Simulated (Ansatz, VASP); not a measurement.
## One calculation of Rb, two programs

```xyz
2
Lattice="0.0000 5.4666 5.4695 3.8615 0.0000 5.4695 3.8615 5.4666 0.0000" Properties=species:S:1:pos:R:3 pbc="T T T"
Rb    3.8615    5.4666    5.4695
Rb    5.7922    8.1998    8.2042
```

Alike in both runs: functional PBE; k mesh 4 × 4 × 4; occupations gaussian, width 0.1 eV; no spin polarisation.

Ansatz relaxed the structure, and its values are those at the end. VASP's run is a single point on that final structure, the one shown.

|  | VASP | Ansatz |
| --- | --- | --- |
| version | VASP 6.6.1 | Ansatz 0.2.0 |
| potentials or method | VASP PAW PBE potentials, release 64 (Rb_sv) | scalar-relativistic, plane waves, PAW |
| plane-wave cutoff (eV) | 520 | 420 |
| valence electrons in the cell | 18 | 18 |

```tsv
	VASP	Ansatz	Ansatz less VASP
gap on the k mesh at the Fermi level (eV)	none	none	-
pressure (GPa)	0.1	0.1	0.00
```

A gap of «none» marks a metal or a gap that the smearing closes.
